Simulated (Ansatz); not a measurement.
**SnO: random displacements**

Theory: Ansatz, DFT PBEsol, scalar-relativistic, plane waves, PAW. The runs took a 420 eV cutoff, a Γ-centred 12×12×10 mesh and Gaussian smearing (0.15 eV). No spin polarisation. Energies are free energies at this smearing, counted from the undisturbed cell; pressure is positive in compression.

Reference structure (as given, not relaxed at this level):

```yaml
crystal:
  lattice:
    - [3.80200, 0.00000, 0.00000]
    - [0.00000, 3.80200, 0.00000]
    - [0.00000, 0.00000, 4.83600]
  atoms:
    - { symbol: Sn, position: [0.00000, 0.50000, 0.23850] }
    - { symbol: Sn, position: [0.50000, 0.00000, 0.76150] }
    - { symbol: O, position: [0.00000, 0.00000, 0.00000] }
    - { symbol: O, position: [0.50000, 0.50000, 0.00000] }
```

The atoms are displaced (Å, in the unstrained cell):

```csv
atom,ux,uy,uz
Sn1,-0.123,0.002,0.025
Sn2,-0.038,-0.025,-0.013
O3,0.011,0.049,-0.129
O4,0.150,-0.026,0.117
```

Strain (Voigt, engineering shear): (-0.0465, 0.0173, 0.0249, -0.0127, 0.0132, -0.0054).

Task: What are the energy change, the stress and the forces?

Result: ΔE = 158.0 meV/atom; stress (xx, yy, zz, yz, xz, xy; compression positive) (14.84, -1.42, 2.40, 0.66, 4.67, -0.02) GPa.
```tsv
atom	Fx (eV/Å)	Fy	Fz
Sn1	2.57	-0.03	1.26
Sn2	0.64	0.05	-0.30
O3	0.02	-0.37	1.30
O4	-3.22	0.35	-2.26
```

Cost: 1 run of about 1.5 core-minutes, on Intel Xeon Platinum 8488C (Sapphire Rapids) (shared hosts).